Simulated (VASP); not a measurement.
# AlNi, self-consistent run: which settings are enough?

AlNi, P4mm (no. 99), 2 atoms in the cell. SCAN; PAW potentials Ni, Al (PBE set). VASP 6.6.1. The cell is changed on purpose: last atom moved by 0.08 Å along z, cell strained by +1.5% along z.

Wanted: energy within 0.5 meV/atom; forces within 0.003 eV/Å; stress within 0.05 GPa; site moments within 0.01 μB.

What the run is for: all; Accuracy asked: tight.

POSCAR:
```
AlNi
1.0
    2.8810000000      0.0000000000      0.0000000000
    0.0000000000      2.8810000000      0.0000000000
    0.0000000000      0.0000000000      2.9242150000
Ni Al
1 1
Direct
    0.5000000000      0.5000000000      0.5000000000
    0.0000000000      0.0000000000      0.0277681400
```

The series start from Plane-wave cutoff (eV): 350; Smearing width (eV): 0.03; k-point mesh: 13 × 13 × 12; Precision mode (PREC): Accurate; Electronic threshold (eV): 1e-6; Bands in all (NBANDS): 19; Aspherical gradient terms in the spheres (LASPH): yes; Highest l that the mixer handles (LMAXMIX): 4; Electronic algorithm: ALGO=Normal; Kinetic-energy density mixed (LMIXTAU): LMIXTAU=True; Support grid and gradient cutoff: ADDGRID=False GGA_COMPAT=False; Density mixing: defaults. Each series keeps the choices made before it, and each single choice may use up half of a tolerance.

## Plane-wave cutoff (eV)

| Plane-wave cutoff (eV) | Energy less reference (meV/atom) | Forces, largest deviation (eV/Å) | Stress, largest deviation (GPa) | Site moments, largest deviation (μB) | SCF iterations | Time (s) |
|---|---|---|---|---|---|---|
| 220 | 109.04 | 0.0513 | 24.594 | 0.000 | 18 | 14 |
| 270 | 13.29 | 0.0234 | 2.429 | 0.000 | 20 | 19 |
| 310 | 5.49 | 0.0039 | 0.373 | 0.000 | 18 | 31 |
| 350 | 5.01 | 0.0044 | 0.126 | 0.000 | 18 | 36 |
| 400 | 1.51 | 0.0051 | 0.791 | 0.000 | 18 | 34 |
| 470 | 0.93 | 0.0019 | 0.395 | 0.000 | 18 | 35 |
| 570 | 2.33 | 0.0004 | 0.693 | 0.000 | 20 | 35 |
| 710 (reference) | 0.00 | 0.0000 | 0.000 | 0.000 | 20 | 84 |

Chosen: 710; the next looser run is off by more than half of the tolerance, so convergence isn't shown beyond this value.

## Smearing width (eV)

| Smearing width (eV) | Energy less reference (meV/atom) | Forces, largest deviation (eV/Å) | Stress, largest deviation (GPa) | Site moments, largest deviation (μB) | SCF iterations | Time (s) |
|---|---|---|---|---|---|---|
| 0.15 | -0.40 | 0.0019 | 0.478 | 0.000 | 18 | 79 |
| 0.1 | -0.46 | 0.0007 | 0.285 | 0.000 | 18 | 70 |
| 0.07 | -0.45 | 0.0000 | 0.138 | 0.000 | 19 | 74 |
| 0.05 | -0.35 | 0.0002 | 0.039 | 0.000 | 19 | 94 |
| 0.03 | -0.14 | 0.0002 | 0.003 | 0.000 | 20 | 84 |
| 0.02 (reference) | 0.00 | 0.0000 | 0.000 | 0.000 | 20 | 78 |

Chosen: 0.03, the loosest value from which every tighter one stays within half of the tolerance.

## k-point mesh

| k-point mesh | Energy less reference (meV/atom) | Forces, largest deviation (eV/Å) | Stress, largest deviation (GPa) | Site moments, largest deviation (μB) | SCF iterations | Time (s) |
|---|---|---|---|---|---|---|
| 4 × 4 × 4 | -20.66 | 0.0129 | 1.694 | 0.000 | 19 | 16 |
| 5 × 5 × 5 | 11.87 | 0.0109 | 0.657 | 0.394 | 19 | 16 |
| 7 × 7 × 7 | -7.01 | 0.0031 | 0.486 | 0.000 | 19 | 22 |
| 8 × 8 × 8 | 2.69 | 0.0038 | 0.512 | 0.000 | 20 | 36 |
| 10 × 10 × 10 | -3.24 | 0.0019 | 0.720 | 0.000 | 18 | 50 |
| 13 × 13 × 12 | -0.26 | 0.0013 | 0.453 | 0.000 | 20 | 84 |
| 15 × 15 × 15 (reference) | 0.00 | 0.0000 | 0.000 | 0.000 | 20 | 120 |

Chosen: 15 × 15 × 15; the next looser run is off by more than half of the tolerance, so convergence isn't shown beyond this value.

## Precision mode (PREC)

| Precision mode (PREC) | Energy less reference (meV/atom) | Forces, largest deviation (eV/Å) | Stress, largest deviation (GPa) | Site moments, largest deviation (μB) | SCF iterations | Time (s) |
|---|---|---|---|---|---|---|
| SingleN | 3.11 | 0.0260 | 0.712 | 0.000 | 19 | 46 |
| Normal | -2.24 | 0.0037 | 0.391 | 0.000 | 20 | 50 |
| Single | 1.17 | 0.0105 | 1.412 | 0.000 | 20 | 130 |
| Accurate (reference) | 0.00 | 0.0000 | 0.000 | 0.000 | 20 | 120 |

Chosen: Accurate; the one before it in the list is off by more than half of the tolerance.

## Electronic threshold (eV)

| Electronic threshold (eV) | Energy less reference (meV/atom) | Forces, largest deviation (eV/Å) | Stress, largest deviation (GPa) | Site moments, largest deviation (μB) | SCF iterations | Time (s) |
|---|---|---|---|---|---|---|
| 0.001 | -0.05 | 0.0006 | 0.244 | 0.000 | 14 | 80 |
| 0.0001 | -0.05 | 0.0006 | 0.260 | 0.000 | 14 | 78 |
| 1e-5 | 0.00 | 0.0000 | 0.065 | 0.000 | 18 | 111 |
| 1e-6 | 0.00 | 0.0000 | 0.014 | 0.000 | 20 | 120 |
| 1e-7 (reference) | 0.00 | 0.0000 | 0.000 | 0.000 | 23 | 120 |

Chosen: 1e-6.

## Bands in all (NBANDS)

| Bands in all (NBANDS) | Energy less reference (meV/atom) | Forces, largest deviation (eV/Å) | Stress, largest deviation (GPa) | Site moments, largest deviation (μB) | SCF iterations | Time (s) |
|---|---|---|---|---|---|---|
| 10 | 0.00 | 0.0000 | 0.023 | 0.000 | 19 | 61 |
| 11 | 0.00 | 0.0000 | 0.023 | 0.000 | 19 | 75 |
| 13 | 0.00 | 0.0000 | 0.036 | 0.000 | 19 | 74 |
| 15 | 0.00 | 0.0000 | 0.042 | 0.000 | 19 | 90 |
| 19 | 0.00 | 0.0000 | 0.002 | 0.000 | 20 | 120 |
| 29 (reference) | 0.00 | 0.0000 | 0.000 | 0.000 | 19 | 164 |

Chosen: 19.

## Aspherical gradient terms in the spheres (LASPH)

| Aspherical gradient terms in the spheres (LASPH) | Energy less reference (meV/atom) | Forces, largest deviation (eV/Å) | Stress, largest deviation (GPa) | Site moments, largest deviation (μB) | SCF iterations | Time (s) |
|---|---|---|---|---|---|---|
| yes | 0.00 | 0.0000 | 0.000 | 0.000 | 20 | 120 |
| no | 0.57 | 0.0003 | 0.077 | 0.000 | 18 | 102 |

Chosen: yes; no other choice that stays within half of the tolerance saves 30 % of the time.

## Highest l that the mixer handles (LMAXMIX)

| Highest l that the mixer handles (LMAXMIX) | Energy less reference (meV/atom) | Forces, largest deviation (eV/Å) | Stress, largest deviation (GPa) | Site moments, largest deviation (μB) | SCF iterations | Time (s) |
|---|---|---|---|---|---|---|
| 4 | 0.00 | 0.0000 | 0.000 | 0.000 | 20 | 120 |
| 2 | 0.00 | 0.0000 | 0.020 | 0.000 | 19 | 113 |
| 6 | 0.00 | 0.0000 | 0.000 | 0.000 | 20 | 106 |

Chosen: 4.

## Electronic algorithm

| Electronic algorithm | Energy less reference (meV/atom) | Forces, largest deviation (eV/Å) | Stress, largest deviation (GPa) | Site moments, largest deviation (μB) | SCF iterations | Time (s) |
|---|---|---|---|---|---|---|
| ALGO=Normal | 0.00 | 0.0000 | 0.000 | 0.000 | 20 | 120 |
| ALGO=Fast | 0.00 | 0.0000 | 0.004 | 0.000 | 21 | 182 |
| ALGO=VeryFast | 0.00 | 0.0000 | 0.028 | 0.000 | 27 | 220 |
| ALGO=All ISEARCH=1 | 0.00 | 0.0006 | 0.165 | 0.003 | 20 | 222 |
| ALGO=All ISEARCH=0 | 0.00 | 0.0003 | 0.701 | 0.001 | 27 | 213 |
| ALGO=Damped TIME=0.4 | 0.00 | 0.0000 | 0.014 | 0.002 | 35 | 182 |
| ALGO=Damped TIME=0.1 | 0.00 | 0.0000 | 0.014 | 0.004 | 70 | 369 |

Chosen: ALGO=Normal.

## Kinetic-energy density mixed (LMIXTAU)

| Kinetic-energy density mixed (LMIXTAU) | Energy less reference (meV/atom) | Forces, largest deviation (eV/Å) | Stress, largest deviation (GPa) | Site moments, largest deviation (μB) | SCF iterations | Time (s) |
|---|---|---|---|---|---|---|
| LMIXTAU=True | 0.00 | 0.0000 | 0.000 | 0.000 | 20 | 120 |
| LMIXTAU=False | 0.00 | 0.0000 | 0.001 | 0.000 | 18 | 111 |

Chosen: LMIXTAU=True.

## Support grid and gradient cutoff

| Support grid and gradient cutoff | Energy less reference (meV/atom) | Forces, largest deviation (eV/Å) | Stress, largest deviation (GPa) | Site moments, largest deviation (μB) | SCF iterations | Time (s) |
|---|---|---|---|---|---|---|
| ADDGRID=False GGA_COMPAT=False | 0.00 | 0.0000 | 0.000 | 0.000 | 20 | 120 |
| ADDGRID=True GGA_COMPAT=False | -0.01 | 0.0000 | 0.001 | 0.000 | 20 | 132 |
| ADDGRID=False GGA_COMPAT=True | -0.05 | 0.0000 | 0.014 | 0.000 | 20 | 113 |

Chosen: ADDGRID=False GGA_COMPAT=False.

## Density mixing

| Density mixing | Energy less reference (meV/atom) | Forces, largest deviation (eV/Å) | Stress, largest deviation (GPa) | Site moments, largest deviation (μB) | SCF iterations | Time (s) |
|---|---|---|---|---|---|---|
| defaults | 0.00 | 0.0000 | 0.000 | 0.000 | 20 | 120 |
| AMIX=0.2 BMIX=0.0001 AMIX_MAG=0.8 BMIX_MAG=0.0001 | 0.00 | 0.0000 | 0.014 | 0.000 | 20 | 119 |
| AMIX_MAG=0.8 | 0.00 | 0.0001 | 0.093 | 0.000 | 16 | 89 |
| AMIX_MAG=0.4 BMIX_MAG=0.0001 | 0.00 | 0.0000 | 0.038 | 0.000 | 18 | 119 |
| AMIX=0.1 AMIX_MAG=0.4 | 0.00 | 0.0000 | 0.024 | 0.000 | 26 | 150 |
| AMIX=0.6 | 0.00 | 0.0000 | 0.047 | 0.000 | 22 | 144 |
| AMIX=0.4 AMIN=0.6 IMIX=2 | crashed | crashed | crashed | crashed | 69 | 423 |
| AMIX=0.2 | 0.00 | 0.0002 | 0.013 | 0.000 | 17 | 111 |

Chosen: defaults.

VASP's message at the runs that stop: WARNING: Sub-Space-Matrix is not hermitian in DAV            2.

## All choices together

| Input | Energy less reference (meV/atom) | Forces, largest deviation (eV/Å) | Stress, largest deviation (GPa) | Site moments, largest deviation (μB) | Time (s) |
|---|---|---|---|---|---|
| the program's defaults (naive) | 30.19 | 0.0091 | 0.222 | 0.162 | 1.5 |
| chosen settings | 0.00 | 0.0001 | 0.022 | 0.000 | 120 |
| reference settings throughout | 0.00 | 0.0000 | 0.000 | 0.000 | 176 |

The chosen settings stay within the tolerance of the reference run, but the reference itself isn't shown to be converged in: Plane-wave cutoff (eV), k-point mesh.

Values of the reference run: Forces: 0, 0, 0.438, 0, 0, -0.438 eV/Å; Stress: -7.527, 0, 0, 0, -7.527, 0, 0, 0, -8.747 GPa; Site moments: 0, 0 μB.

## The input

INCAR:
```
SYSTEM = AlNi
METAGGA = SCAN
ISPIN = 2
MAGMOM = 1 0
LORBIT = 11
ISMEAR = -1
SIGMA = 0.03
LWAVE = .FALSE.
LCHARG = .FALSE.
ISIF = 2
PREC = Accurate
LASPH = .TRUE.
LREAL = .FALSE.
ALGO = Normal
EDIFF = 1E-6
NELM = 200
GGA_COMPAT = .FALSE.
ENCUT = 710
LMAXMIX = 4
LMIXTAU = .TRUE.
KPAR = 8
NBANDS = 19
ADDGRID = .FALSE.
```

KPOINTS:
```
Automatic mesh
0
Gamma
  15 15 15
  0 0 0
```

Commands:
```
cat potpaw_PBE.64/Ni/POTCAR potpaw_PBE.64/Al/POTCAR > POTCAR
mpirun -np 8 vasp_std > vasp.out
```

The chosen input took VASP 6.6.1 120 s on 8 cores (Intel Xeon 6975P-C (Granite Rapids)), a shared host.

## An input that fails: k-point groups that do not divide the ranks

VASP's message: M_divide: can not subdivide            8 nodes by           7.

Changes against the starting input:
```
- NELM = 200
- KPAR = 8
+ NELM = 60
+ KPAR = 7
```
